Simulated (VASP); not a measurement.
Runs of VASP 6.6.1 on Al16N15 (a cell with a defect). The cell holds a defect, 31 atoms: a = 6.220 Å, b = 6.220 Å, c = 9.960 Å, α = 90.00°, β = 90.00°, γ = 120.00°. 

| task | level | potentials or basis | spin | fixed moment (μB) | cell | k mesh | grid for exact exchange (PRECFOCK) | screening parameter | mesh quality | gap on the mesh (eV) | moment (μB) | largest force (eV/Å) |
| --- | --- | --- | --- | --- | --- | --- | --- | --- | --- | --- | --- | --- |
| single point | PBEsol | VASP PAW PBE potentials, release 64 (Al, N) | collinear, ferromagnetic start | 0 | P1, 10.76 Å³/atom | 4 × 4 × 2 | - | - | not flagged | - | 0.00 | 0.02 |
| single point | PBEsol | VASP PAW PBE potentials, release 64 (Al, N) | collinear, zero start | - | P1, 10.76 Å³/atom | 3 × 3 × 2 | - | - | not flagged | 2.92 | 0.00 | 0.02 |
| single point | PBEsol | VASP PAW PBE potentials, release 64 (Al, N) | collinear, ferromagnetic start | - | P3m1, 10.76 Å³/atom | 3 × 3 × 2 | - | - | not flagged | 2.97 | 0.00 | 1.21 |
| relaxation of the atoms | PBEsol | VASP PAW PBE potentials, release 64 (Al, N) | collinear, ferromagnetic start | 0 | atoms relaxed from: atoms moved at random, drawn with an rms of 0.05 Å | 3 × 3 × 2 | - | - | coarse | - | 0.00 | 0.02 |
| single point | LDA | VASP PAW LDA potentials, release 64 (Al, N) | collinear, ferromagnetic start | 0 | P1, 10.76 Å³/atom | 3 × 3 × 2 | - | - | coarse | - | 0.00 | 0.16 |
| single point | PBEsol | VASP PAW PBE potentials, release 64 (Al, N) | collinear, ferromagnetic start | - | P1, 10.76 Å³/atom | 3 × 3 × 2 | - | - | not flagged | 2.71 | 0.00 | 0.77 |
| single point | PBEsol | VASP PAW PBE potentials, release 64 (Al, N) | collinear, ferromagnetic start | 2 | P3m1, 10.76 Å³/atom | 3 × 3 × 2 | - | - | coarse | - | 2.00 | (a) |
| single point | HSE06 | VASP PAW PBE potentials, release 64 (Al, N) | collinear, ferromagnetic start | 0 | P1, 10.76 Å³/atom | 2 × 2 × 2 | Fast | 0.2 1/A | coarse | - | 0.00 | 0.16 |
| relaxation of the atoms | PBEsol | VASP PAW PBE potentials, release 64 (Al, N) | collinear, ferromagnetic start | - | atoms relaxed | 3 × 3 × 2 | - | - | not flagged | 2.92 | 0.00 | 0.02 |
| single point | PBEsol | VASP PAW PBE potentials, release 64 (Al, N) | collinear, ferromagnetic start | 0 | P1, 10.76 Å³/atom | 3 × 3 × 2 | - | - | coarse | - | 0.00 | 0.77 |

Alike in all rows: cutoff (eV) 450; smearing gaussian 0.03 eV.

Question: Estimate the missing entries.

Answer: (a) 1.18.

Caveats: some runs use coarse meshes; the cell is charged against a uniform background, so pressure and absolute levels hang on convention; the cutoff is under 1.25 times the usual one of these potentials, so pressure, stress and relaxed cells hold a basis-set (Pulay) error; the PAW data sets were made with another functional, which shifts forces and pressure a little (some runs); the total moment is fixed, so each spin has its own Fermi level (some runs); the moment is held away from its start (some runs).

A k mesh can miss the band edges.
